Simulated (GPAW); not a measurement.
Runs of GPAW 26.7.0 on TePb. The structure is cubic, space group Fm-3m (No. 225). Conventional cell: a = 6.462 Å, b = 6.462 Å, c = 6.462 Å, α = 90.00°, β = 90.00°, γ = 90.00°. Pb (site symmetry m-3m) is surrounded by 6 Te at 3.23 Å. Around Te (site symmetry m-3m) lie 6 Pb at 3.23 Å. 

```tsv
task	level	potentials or basis	k mesh	smearing	response ecut	maxiter	response k mesh	response bands	kernels	mesh quality	gap on the mesh (eV)	pressure (GPa)
dielectric tensor	LDA	the program's PAW data sets (release 1.2.1) made for this functional, other valence, pw	6 × 6 × 6	fermi-dirac 0.001 eV	100 eV	150	18 × 18 × 18	35	["RPA", "ALDA_X", "LR0.1"]	not flagged	0.58	-
eps q	LDA	the program's PAW data sets (release 1.2.1) made for this functional, other valence, pw	6 × 6 × 6	fermi-dirac 0.001 eV	80 eV	150	11 × 11 × 11	35	-	not flagged	0.58	-
single point	RPBE	the program's PAW data sets (release 1.2.1) made for this functional, pw	6 × 6 × 6	fermi-dirac 0.01 eV	-	150	-	-	-	not flagged	0.75	(a)
single point	LDA	the program's PAW data sets (release 1.2.1) made for this functional, other valence, pw	6 × 6 × 6	fermi-dirac 0.05 eV	-	80	-	-	-	not flagged	0.58	-2.7
single point	LDA	the program's PAW data sets (release 1.2.1) made for this functional, other valence, pw	6 × 6 × 6	fermi-dirac 0.01 eV	-	150	-	-	-	not flagged	0.58	-2.7
```

Alike in all rows: no spin polarisation; cell as given; cutoff (eV) 450.

Problem. Fill in the values left out.

Solution. (a) 2.9.

Caveats: spin-orbit coupling is left out, which as a rule narrows the gap of such compounds by several tenths of an eV; the cutoff is short for stress and forces, so pressures can be off by a GPa or more (some runs); the gap is small at this level, which inflates the dielectric constant (some runs); the long-wavelength limit can be off by a per cent or two (some runs); an odd mesh through Γ misses points on the zone boundary, where band edges often lie (some runs).

A k mesh can miss the band edges, and the runs leave out spin-orbit coupling on Pb, Te.

The runs don't all hold the same shells in valence.

Runs at the PBE level aren't shown here.
